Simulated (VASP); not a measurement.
# Sb (P2_1/m) in VASP: equation of state, part 2 of 2

VASP 6.6.1. The steps go on from the part before.

### 3 Equation of state, PBE, 30.58 Å³/atom (volume scaled by 0.96)

File INCAR:

```
PREC = Accurate
ENCUT = 520
EDIFF = 1E-7
ISMEAR = -1
SIGMA = 0.05
LREAL = F
LASPH = T
NELM = 100
ALGO = Normal
ISIF = 2
LWAVE = F
LCHARG = F
GGA = PE
NBANDS = 18
```

File KPOINTS:

```
Automatic mesh
0
Gamma
  6 6 4
```

File POSCAR:

```
Sb
1.0
    4.4665073636      0.0000000000      0.0000000000
    0.0000000000      4.3613480807      0.0000000000
   -1.3026719609      0.0000000000      6.2783327531
Sb
4
Direct
    0.3399300000      0.2500000000      0.6836700000
    0.9366380000      0.7500000000      0.7627580000
    0.0633620000      0.2500000000      0.2372420000
    0.6600700000      0.7500000000      0.3163300000
```

Potentials or basis: VASP PAW PBE potentials, release 64 (Sb).

Run with:

```sh
cat potpaw_PBE.64/Sb/POTCAR > POTCAR
mpirun -np 1 vasp_std > vasp.out
```

Run time: 68 s. Hardware: 1 thread of Intel Xeon Platinum 8488C (Sapphire Rapids), shared host; peak memory 0.27 GiB.

It converged, with:

* Free energy: -16.0636 eV
* Pressure: 2.3 GPa
* Largest force: 0.360 eV/Å
* Band gap on the k mesh: none (metal or under the smearing width)

### 4 Equation of state, PBE, 31.21 Å³/atom (volume scaled by 0.98)

File INCAR:

```
PREC = Accurate
ENCUT = 520
EDIFF = 1E-7
ISMEAR = -1
SIGMA = 0.05
LREAL = False
LASPH = True
NELM = 80
ALGO = Normal
ISIF = 2
LWAVE = False
LCHARG = False
GGA = PE
NBANDS = 18
```

KPOINTS is that of step 3.

File POSCAR:

```
Sb
1.0
    4.4973118361      0.0000000000      0.0000000000
    0.0000000000      4.3914272939      0.0000000000
   -1.3116561893      0.0000000000      6.3216329680
Sb
4
Direct
    0.3399300000      0.2500000000      0.6836700000
    0.9366380000      0.7500000000      0.7627580000
    0.0633620000      0.2500000000      0.2372420000
    0.6600700000      0.7500000000      0.3163300000
```

Run with:

```sh
cat potpaw_PBE.64/Sb/POTCAR > POTCAR
mpirun -np 1 vasp_std > vasp.out
```

Run time: 75 s. Hardware: 1 thread of Intel Xeon Platinum 8488C (Sapphire Rapids), shared host; peak memory 0.28 GiB.

The run converged. Its results:

- Free energy: -16.0913 eV
- Pressure: 1.2 GPa
- Largest force: 0.237 eV/Å
- Band gap on the k mesh: none (metal or under the smearing width)

### 5 Equation of state, PBE, 32.49 Å³/atom (volume scaled by 1.02)

File INCAR:

```
SYSTEM = Sb
ALGO = Normal
EDIFF = 1E-7
ENCUT = 520
GGA = PE
ISIF = 2
ISMEAR = -1
LASPH = .True.
LCHARG = .False.
LREAL = .False.
LWAVE = .False.
NBANDS = 18
NELM = 80
PREC = Accurate
SIGMA = 0.05
```

File KPOINTS:

```
k-points
0
Gamma
  6 6 4
  0 0 0
```

File POSCAR:

```
Sb
1.0
    4.5576856421      0.0000000000      0.0000000000
    0.0000000000      4.4503796612      0.0000000000
   -1.3292644138      0.0000000000      6.4064972283
Sb
4
Direct
    0.3399300000      0.2500000000      0.6836700000
    0.9366380000      0.7500000000      0.7627580000
    0.0633620000      0.2500000000      0.2372420000
    0.6600700000      0.7500000000      0.3163300000
```

Run with:

```sh
cat potpaw_PBE.64/Sb/POTCAR > POTCAR
mpirun -np 1 vasp_std > vasp.out
```

Run time: 100 s. Hardware: 1 thread of Intel Xeon Platinum 8488C (Sapphire Rapids), shared host; peak memory 0.29 GiB.

It converged, with:

```
Free energy            : -16.0959 eV
Pressure               : -0.8 GPa
Largest force          : 0.154 eV/Å
Band gap on the k mesh : none (metal or under the smearing width)
```

### 6 Equation of state, PBE, 33.12 Å³/atom (volume scaled by 1.04)

File INCAR:

```
PREC = Accurate ; ENCUT = 520
EDIFF = 1E-7 ; ISMEAR = -1
SIGMA = 0.05 ; LREAL = False
LASPH = True ; NELM = 80
ALGO = Normal ; ISIF = 2
LWAVE = False ; LCHARG = False
GGA = PE ; NBANDS = 18
```

File KPOINTS:

```
Automatic mesh
0
Gamma
  6 6 4
```

File POSCAR:

```
Sb
1.0
    4.5872818327      0.0000000000      0.0000000000
    0.0000000000      4.4792790402      0.0000000000
   -1.3378962428      0.0000000000      6.4480990254
Sb
4
Direct
    0.3399300000      0.2500000000      0.6836700000
    0.9366380000      0.7500000000      0.7627580000
    0.0633620000      0.2500000000      0.2372420000
    0.6600700000      0.7500000000      0.3163300000
```

Potentials or basis: VASP PAW PBE potentials, release 64 (Sb).

Run with:

```sh
cat potpaw_PBE.64/Sb/POTCAR > POTCAR
mpirun -np 1 vasp_std > vasp.out
```

OUTCAR:

```text
PREC = Accurate
   ENCUT = 520
   EDIFF = 1E-7
   ISMEAR = -1
   LREAL = False
   LASPH = True
   NELM = 80
   ISIF = 2
   GGA = PE

 Found     56 irreducible k-points:

 Following reciprocal coordinates:
            Coordinates               Weight
  0.000000  0.000000  0.000000      1.000000
  0.166667  0.000000 -0.000000      2.000000
  0.333333  0.000000  0.000000      2.000000
  0.500000  0.000000 -0.000000      1.000000
  0.000000  0.166667  0.000000      2.000000
  0.166667  0.166667 -0.000000      4.000000
   k-points           NKPTS =     56   k-points in BZ     NKDIM =     56   number of bands    NBANDS=     18
   number of dos      NEDOS =    301   number of ions     NIONS =      4
   total plane-waves  NPLWV =  64800
   dimension x,y,z NGX =    36 NGY =   36 NGZ =   50
   dimension x,y,z NGXF=    72 NGYF=   72 NGZF=  100
   ions per type =               4
   NGX,Y,Z   is equivalent  to a cutoff of  13.05, 13.36, 12.62 a.u.
   NGXF,Y,Z  is equivalent  to a cutoff of  26.09, 26.72, 25.24 a.u.
 SYSTEM =  unknown system
   PREC   = accura    normal or accurate (medium, high low for compatibility)
   ISTART =      0    job   : 0-new  1-cont  2-samecut
   ICHARG =      2    charge: 1-file 2-atom 10-const
[... 58 lines left out ...]
 cond. band min:       6.0683219743   @ k =   0.0000   0.3333   0.5000
 fundamental gap:      0.0948750368
 Fermi energy:         5.9864515044

 k-point     1 :       0.0000    0.0000    0.0000
  band No.  band energies     occupation
      1      -5.9476      2.00000
      2      -3.6672      2.00000
      3      -1.3403      2.00000
      4      -0.3619      2.00000
      5       1.8839      2.00000
      6       2.7241      2.00000
[... 103 lines left out ...]
      5       1.7832      2.00000
      6       2.3945      2.00000
[... 10 lines left out ...]
     17      10.3712      0.00000
     18      11.6984      0.00000

 [... further k-points ...]

------------------------ aborting loop because EDIFF is reached ----------------------------------------

  FORCE on cell =-STRESS in cart. coord.  units (eV):
  Direction    XX          YY          ZZ          XY          YZ          ZX
  --------------------------------------------------------------------------------------
  -------------------------------------------------------------------------------------
  Total       -1.2863834     -1.8506531     -0.9253493      0.0000000      0.0000000      0.2736095
  in kB      -15.5555648    -22.3789838    -11.1897675      0.0000000      0.0000000      3.3086175
  external PRESSURE =     -16.3747720 kB  Pullay stress =       0.0000000 kB

 VOLUME and BASIS-vectors are now :
 -----------------------------------------------------------------------------
  energy-cutoff  :      520.00
  volume of cell :      132.49
      direct lattice vectors                 reciprocal lattice vectors
     4.587281833  0.000000000  0.000000000     0.217994018  0.000000000  0.045230909
     0.000000000  4.479279040  0.000000000     0.000000000  0.223250213  0.000000000
    -1.337896243  0.000000000  6.448099025     0.000000000  0.000000000  0.155084467

 POSITION                                       TOTAL-FORCE (eV/Angst)
 -----------------------------------------------------------------------------------
      0.64468      1.11982      4.40837        -0.194307     -0.000000      0.018515
      3.27613      3.35946      4.91834         0.191493      0.000000     -0.167904
     -0.02675      1.11982      1.52976        -0.191493     -0.000000      0.167904
      2.60471      3.35946      2.03973         0.194307      0.000000     -0.018515
 -----------------------------------------------------------------------------------
    total drift:                               -0.000000      0.000000      0.000000

  FREE ENERGIE OF THE ION-ELECTRON SYSTEM (eV)
  ---------------------------------------------------
  free  energy   TOTEN  =       -16.0763396061 eV

  energy  without entropy=      -16.0670173174  energy(sigma->0) =      -16.07167846
```

OSZICAR:

```text
N       E                     dE             d eps       ncg     rms          rms(c)
DAV:   1     0.816682141332E+02    0.81668E+02   -0.66792E+03  2016   0.870E+02
DAV:   2    -0.104747536968E+02   -0.92143E+02   -0.89291E+02  2660   0.140E+02
DAV:   3    -0.160291134625E+02   -0.55544E+01   -0.54885E+01  2604   0.383E+01
DAV:   4    -0.160904992858E+02   -0.61386E-01   -0.61329E-01  2270   0.458E+00
DAV:   5    -0.160915556428E+02   -0.10564E-02   -0.10563E-02  2538   0.670E-01    0.367E+00
DAV:   6    -0.160811716909E+02    0.10384E-01   -0.14879E-02  2212   0.605E-01    0.218E+00
DAV:   7    -0.160759872987E+02    0.51844E-02   -0.18948E-02  2166   0.785E-01    0.132E-01
DAV:   8    -0.160762247343E+02   -0.23744E-03   -0.11801E-03  2298   0.184E-01    0.834E-02
DAV:   9    -0.160763319823E+02   -0.10725E-03   -0.20782E-04  2164   0.787E-02    0.161E-02
DAV:  10    -0.160763375728E+02   -0.55905E-05   -0.12088E-05  2412   0.191E-02    0.789E-03
DAV:  11    -0.160763392291E+02   -0.16562E-05   -0.49002E-06  2130   0.117E-02    0.195E-03
DAV:  12    -0.160763395499E+02   -0.32083E-06   -0.25451E-07  2248   0.255E-03    0.913E-04
DAV:  13    -0.160763396061E+02   -0.56188E-07   -0.10363E-07  1738   0.175E-03
   1 F= -.16076340E+02 E0= -.16071678E+02  d E =-.932229E-02
```

It took 76 s on 1 thread of Intel Xeon Platinum 8488C (Sapphire Rapids), shared host; peak memory 0.29 GiB.

Results:

```yaml
Free_energy: -16.0763 eV
Pressure: -1.6 GPa
Largest_force: 0.255 eV/Å
Band_gap_on_the_k_mesh: none (metal or under the smearing width)
```

### 7 Equation of state, PBE, 33.76 Å³/atom (volume scaled by 1.06)

File INCAR:

```
PREC = Accurate
ENCUT = 520
EDIFF = 1E-7
ISMEAR = -1
SIGMA = 0.05
LREAL = False
LASPH = True
NELM = 100
ALGO = Normal
ISIF = 2
LWAVE = False
LCHARG = False
GGA = PE
NBANDS = 18
```

KPOINTS is that of step 6.

File POSCAR:

```
Sb
1.0
    4.6165009761      0.0000000000      0.0000000000
    0.0000000000      4.5078102492      0.0000000000
   -1.3464181047      0.0000000000      6.4891708272
Sb
4
Direct
    0.3399300000      0.2500000000      0.6836700000
    0.9366380000      0.7500000000      0.7627580000
    0.0633620000      0.2500000000      0.2372420000
    0.6600700000      0.7500000000      0.3163300000
```

Run with:

```sh
cat potpaw_PBE.64/Sb/POTCAR > POTCAR
mpirun -np 1 vasp_std > vasp.out
```

Wall time 83 s (1 thread of Intel Xeon Platinum 8488C (Sapphire Rapids), shared host); peak memory 0.29 GiB.

Results (log left out):

```yaml
Free_energy: -16.0443 eV
Pressure: -2.4 GPa
Largest_force: 0.355 eV/Å
Band_gap_on_the_k_mesh: none (metal or under the smearing width)
```

### 8 Equation of state, PBE

Potentials or basis: VASP PAW PBE potentials, release 64 (Sb).

No new run: the results of the series are fitted here.

Results:

```yaml
Equilibrium_volume: 31.93 Å³/atom
Bulk_modulus_at_fixed_shape_and_positions: 49 GPa
Pressure_derivative_of_the_bulk_modulus: 4.6
```

Energy against volume, from the lowest point:
```csv
volume (Å³/atom),energy (meV/atom)
29.938,21.26
30.575,9.44
31.212,2.53
31.849,0.00
32.486,1.38
33.123,6.27
33.760,14.28
```

Caveat: the cell was scaled at fixed shape and fractional positions, which overstates the stiffness of a crystal with free parameters, most of all of layers and chains. The run has no spin-orbit coupling, so splittings on Sb are missing.
